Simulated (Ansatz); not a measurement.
Here is an Ansatz 0.2.0 calculation.

Contents of input.yaml:

```yaml
crystal:
  lattice:
    - [-1.66395, 1.66395, 1.66395]
    - [1.66395, -1.66395, 1.66395]
    - [1.66395, 1.66395, -1.66395]
  atoms:
    - { symbol: Nb, position: [0.0, 0.0, 0.0] }
hamiltonian:
  xc: pbe
  pseudopotentials: { kind: nc, accuracy: standard }
kpoints:
  mp_grid: { grid: [11, 11, 11] }
  band_path:
    path:
      - [[0.0, 0.0, 0.0], [0.5, -0.5, 0.5], [0.0, 0.0, 0.5], [0.0, 0.0, 0.0], [0.25, 0.25, 0.25], [0.5, -0.5, 0.5]]
      - [[0.25, 0.25, 0.25], [0.0, 0.0, 0.5]]
    npoints: 14
scf:
  occupations: { method: fermi_dirac, width: 0.05 }
  n_extra_bands: 6
output:
  forces: true
  stress: true
  eigenvalues: true
  fatbands: false
```

Potentials or basis: PseudoDojo standard (PBE files).

Command:

```console
$ ansatz run input.yaml --threads 2 --pin off --max-ram 5632MiB --backend cpu --events-out ev --progress --plain --runs-dir out
```

Problem. Predict the band gap on the k mesh.

Solution. None (metal or under the smearing width).

Problem. What does it give for the pressure?

Solution. -1.9 GPa.

Levels at the corners of the path, in eV from the Fermi level:
```tsv
point	band 4	band 5	band 6	band 7	band 8	band 9
Γ	-29.72	-5.83	0.40	0.40	0.40	3.23
H	-30.58	-3.56	-3.56	5.48	5.48	5.48
N	-29.73	-3.59	-1.56	2.22	3.25	3.91
Γ	-29.72	-5.83	0.40	0.40	0.40	3.23
P	-30.36	-1.05	-1.05	-1.05	4.04	4.04
H	-30.58	-3.56	-3.56	5.48	5.48	5.48
P	-30.36	-1.05	-1.05	-1.05	4.04	4.04
N	-29.73	-3.59	-1.56	2.22	3.25	3.91
```
